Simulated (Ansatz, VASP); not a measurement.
**One calculation of ZnO, two programs**

```
Zn O
1.0
     3.27984    0.00000    0.00000
    -1.63992    2.84042    0.00000
     0.00000    0.00000    5.29306
Zn O
2 2
Direct
  0.66667 0.33333 0.50052
  0.33333 0.66667 0.00052
  0.66667 0.33333 0.87979
  0.33333 0.66667 0.37979
```

Alike in both runs: functional PBE; k mesh 9 × 9 × 6; occupations gaussian, width 0.02 eV; no spin polarisation.

Ansatz relaxed the structure, and its values are those at the end. VASP's run is a single point on that final structure, the one shown.

|  | VASP | Ansatz |
| --- | --- | --- |
| version | VASP 6.6.1 | Ansatz 0.2.0 |
| potentials or method | VASP PAW PBE potentials, release 64 (Zn, O) | scalar-relativistic, plane waves, PAW |
| plane-wave cutoff (eV) | 520 | 420 |
| valence electrons in the cell | 36 | 36 |

|  | VASP | Ansatz | Ansatz less VASP |
| --- | --- | --- | --- |
| gap on the k mesh at the Fermi level (eV) | 0.73 | 0.74 | +0.016 |
| least direct gap on the mesh (eV) | 0.73 | 0.74 | +0.016 |
| pressure (GPa) | 0.9 | 0.0 | -0.89 |

A hybrid or GW would open this gap; PBE tends to underestimate it.
